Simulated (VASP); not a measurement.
Input of a VASP 6.6.1 run:

The input POSCAR:

```
GaN
1.0
    3.1800000000      0.0000000000      0.0000000000
   -1.5900000000      2.7539607840      0.0000000000
    0.0000000000      0.0000000000      5.1660000000
Ga N
2 2
Direct
    0.6666666667      0.3333333333      0.5000000000
    0.3333333333      0.6666666667      0.0000000000
    0.6666666667      0.3333333333      0.8750000000
    0.3333333333      0.6666666667      0.3750000000
```

Contents of INCAR.step1:

```
SYSTEM = GaN
PREC = Accurate
ENCUT = 520
EDIFF = 1E-6
ISMEAR = -1
SIGMA = 0.05
LREAL = .False.
LASPH = .True.
NELM = 80
ALGO = Normal
ISIF = 2
LWAVE = .False.
LCHARG = .True.
GGA = PE
NBANDS = 26
```

File KPOINTS.step1:

```
regular mesh
0
Gamma
  10 10 5
  0 0 0
```

INCAR.step2

```
SYSTEM = GaN
PREC = Accurate
ENCUT = 520
EDIFF = 1E-6
ISMEAR = 0
SIGMA = 0.05
LREAL = .False.
LASPH = .True.
NELM = 80
ALGO = Normal
ISIF = 2
LWAVE = .False.
LCHARG = .False.
GGA = PE
NBANDS = 26
ICHARG = 11
```

Contents of KPOINTS.step2:

```
path GMKGALHA,LM,KH
20
line-mode
reciprocal
 0.0000000000  0.0000000000  0.0000000000  G
 0.5000000000  0.0000000000  0.0000000000  M

 0.5000000000  0.0000000000  0.0000000000  M
 0.3333333333  0.3333333333  0.0000000000  K

 0.3333333333  0.3333333333  0.0000000000  K
 0.0000000000  0.0000000000  0.0000000000  G

 0.0000000000  0.0000000000  0.0000000000  G
 0.0000000000  0.0000000000  0.5000000000  A

 0.0000000000  0.0000000000  0.5000000000  A
 0.5000000000  0.0000000000  0.5000000000  L

 0.5000000000  0.0000000000  0.5000000000  L
 0.3333333333  0.3333333333  0.5000000000  H

 0.3333333333  0.3333333333  0.5000000000  H
 0.0000000000  0.0000000000  0.5000000000  A

 0.5000000000  0.0000000000  0.5000000000  L
 0.5000000000  0.0000000000  0.0000000000  M

 0.3333333333  0.3333333333  0.0000000000  K
 0.3333333333  0.3333333333  0.5000000000  H
```

Potentials or basis: VASP PAW PBE potentials, release 64 (Ga_d, N).

Command:

```bash
$ cat potpaw_PBE.64/Ga_d/POTCAR potpaw_PBE.64/N/POTCAR > POTCAR
$ cp INCAR.step1 INCAR
$ cp KPOINTS.step1 KPOINTS
$ mpirun -np 1 vasp_std > vasp.out
$ cp INCAR.step2 INCAR
$ cp KPOINTS.step2 KPOINTS
$ mpirun -np 1 vasp_std > vasp.out
```

Task: Estimate the band gap along the path.

Result: 1.97 eV, direct.

Task: What does it give for the band gap on the k mesh?

Result: 1.97 eV, direct.

Levels at the corners of the path, in eV from the valence-band top:
| point | band 16 | band 17 | band 18 | band 19 | band 20 | band 21 |
| --- | --- | --- | --- | --- | --- | --- |
| Γ | -0.06 | 0.00 | 0.00 | 1.97 | 4.30 | 9.26 |
| M | -2.78 | -2.26 | -0.99 | 5.07 | 5.61 | 6.07 |
| M | -2.78 | -2.26 | -0.99 | 5.07 | 5.61 | 6.07 |
| K | -3.04 | -3.04 | -2.72 | 5.13 | 7.87 | 7.87 |
| K | -3.04 | -3.04 | -2.72 | 5.13 | 7.87 | 7.87 |
| Γ | -0.06 | 0.00 | 0.00 | 1.97 | 4.30 | 9.26 |
| Γ | -0.06 | 0.00 | 0.00 | 1.97 | 4.30 | 9.26 |
| A | -0.55 | -0.55 | -0.55 | 4.29 | 4.29 | 8.54 |
| A | -0.55 | -0.55 | -0.55 | 4.29 | 4.29 | 8.54 |
| L | -1.96 | -1.93 | -1.93 | 4.43 | 4.43 | 7.84 |
| L | -1.96 | -1.93 | -1.93 | 4.43 | 4.43 | 7.84 |
| H | -4.23 | -1.51 | -1.51 | 6.49 | 6.49 | 7.33 |
| H | -4.23 | -1.51 | -1.51 | 6.49 | 6.49 | 7.33 |
| A | -0.55 | -0.55 | -0.55 | 4.29 | 4.29 | 8.54 |
| L | -1.96 | -1.93 | -1.93 | 4.43 | 4.43 | 7.84 |
| M | -2.78 | -2.26 | -0.99 | 5.07 | 5.61 | 6.07 |
| K | -3.04 | -3.04 | -2.72 | 5.13 | 7.87 | 7.87 |
| H | -4.23 | -1.51 | -1.51 | 6.49 | 6.49 | 7.33 |

Caveat: the log is that of the step along the path at fixed density, whose energy, stress, charges and moments have no meaning.

**Experimental background.**

“Studying electronic properties in GaN without electrical contacts using γ-γ vs e−-γ Perturbed Angular Correlations”, 2019, pmc:6823545 quotes, for a bulk crystal of GaN: band gap 3.503 ± 0.005 eV (direct).

Against the measured gap of GaN, 3.503 eV (direct; quoted in “Studying electronic properties in GaN without electrical contacts using γ-γ vs e−-γ Perturbed Angular Correlations”, 2019, pmc:6823545), the calculated 1.97 eV is off by -1.53 eV. Spin-orbit coupling on Ga is left out. The value is that of PBE, without temperature or zero-point motion. Semilocal functionals fall short of measured gaps as a rule.
